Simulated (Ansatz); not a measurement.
A WC cell: a crystal with C and W atoms exchanged, relaxed.

```yaml
crystal:
  lattice:
    - [-3.10193, -5.32518, -2.91236]
    - [-2.74215, 5.12285, -2.92193]
    - [5.89355, 0.21041, -2.96791]
  atoms:
    - { symbol: W, position: [0.32940, 0.28276, 0.30748] }
    - { symbol: C, position: [0.71789, 0.10737, 0.51967] }
    - { symbol: W, position: [0.16479, 0.66017, 0.18080] }
    - { symbol: W, position: [0.49113, 0.50024, 0.00446] }
    - { symbol: W, position: [0.16207, 0.16862, 0.66901] }
    - { symbol: W, position: [0.31870, 0.86433, 0.86188] }
    - { symbol: W, position: [0.95042, 0.48381, 0.49474] }
    - { symbol: W, position: [0.66009, 0.15388, 0.16694] }
    - { symbol: W, position: [0.82778, 0.82363, 0.33446] }
    - { symbol: W, position: [0.82809, 0.33688, 0.85662] }
    - { symbol: W, position: [0.98988, 0.99642, 0.00146] }
    - { symbol: W, position: [0.70067, 0.66524, 0.67661] }
    - { symbol: C, position: [0.31499, 0.97827, 0.16700] }
    - { symbol: C, position: [0.49176, 0.63446, 0.32871] }
    - { symbol: C, position: [0.16151, 0.33069, 0.99617] }
    - { symbol: C, position: [0.49180, 0.18875, 0.85569] }
    - { symbol: C, position: [0.13962, 0.81205, 0.50036] }
    - { symbol: W, position: [0.32958, 0.58440, 0.58085] }
    - { symbol: C, position: [0.00295, 0.15377, 0.32784] }
    - { symbol: C, position: [0.65822, 0.82960, 0.99855] }
    - { symbol: C, position: [0.82049, 0.49407, 0.16675] }
    - { symbol: C, position: [0.83151, 0.99976, 0.66138] }
    - { symbol: C, position: [0.00379, 0.66940, 0.85329] }
    - { symbol: C, position: [0.64191, 0.28896, 0.49930] }
```

Theory: DFT PBE, scalar-relativistic, plane waves, PAW in Ansatz.

Plane waves to 420 eV, a k mesh through Γ of 5×5×5 on the computed 24-atom cell and Gaussian smearing (0.10 eV); no spin polarisation.

Question: Describe its local order.

Answer: Counting as bonded all pairs within 1.2 times the summed covalent radii:

```csv
atom → neighbour,mean count,mean length (Å),spread (Å)
C → C,0.33,1.42,0.01
C → W,5.50,2.26,0.10
W → C,5.50,2.26,0.10
W → W,8.17,2.95,0.28
```

Angles between all pairs of such bonds at an atom (mean ± spread): 102 ± 28° at C, 96 ± 35° at W.

Question: Does it have a gap?

Answer: It has no gap on the mesh. Levels at Γ next to the Fermi level (eV from it): -1.34, -1.30, -1.13, -0.83, -0.72, -0.11, 0.08, 0.29, 0.80, 0.93, 1.18, 1.35. It lies 0.44 eV/atom above the elements' standard states (static lattices, no corrections for gases).

The final mesh leaves forces up to 0.24 eV/Å and stresses up to 0.3 GPa: the relaxation ran on a coarser mesh, so the cell's shape, its bonds and its energy belong partly to that mesh.

Spin-orbit coupling is left out, which matters for the bands of heavy elements.

This form isn't the usual stable structure of the compound.

Cost: 2 runs of about 19 core-minutes in all (earlier runs that led there not counted), on Arm Neoverse V1 (shared hosts).